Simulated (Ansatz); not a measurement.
La2O3:

```
La O
1.0
     6.37027    0.00000    0.00000
    -3.18514    5.51682    0.00000
     0.00000    0.00000    3.28989
La O
2 3
Cartesian
  3.1851 1.8389 1.6387
  0.0000 3.6779 1.6512
  3.2145 0.0000 0.0000
  -1.6072 2.7838 0.0000
  1.5779 2.7330 0.0000
```

The cell comes from a database or a generator and needn't be the stable form of this composition.

Base run:

* Program: Ansatz 0.2.0
* Functional: LDA
* Potentials or basis: all-electron LAPW, scalar-relativistic
* Cutoff: 233 eV (chosen from the basis error)
* Basis error allowed: 0.002 eV/atom
* k mesh: 5 × 5 × 8
* Occupations: fermi-dirac, width 0.05 eV
* Spin: no spin polarisation

Its results: band gap on the k mesh 1.49 eV, indirect (least direct gap 1.94 eV); pressure -5.2 GPa; largest force 0.051 eV/Å.

Problem. The run is repeated on the same cell with these changes: functional from LDA to PBEsol. What comes out?

Solution. Band gap on the k mesh 1.56 eV, indirect (least direct gap 2.01 eV); pressure -3.1 GPa; largest force 0.044 eV/Å.

PBEsol binds less tightly than LDA, so the same cell stands under more pressure.

Caveats: spin-orbit coupling is left out, which moves the levels of the heavy elements.
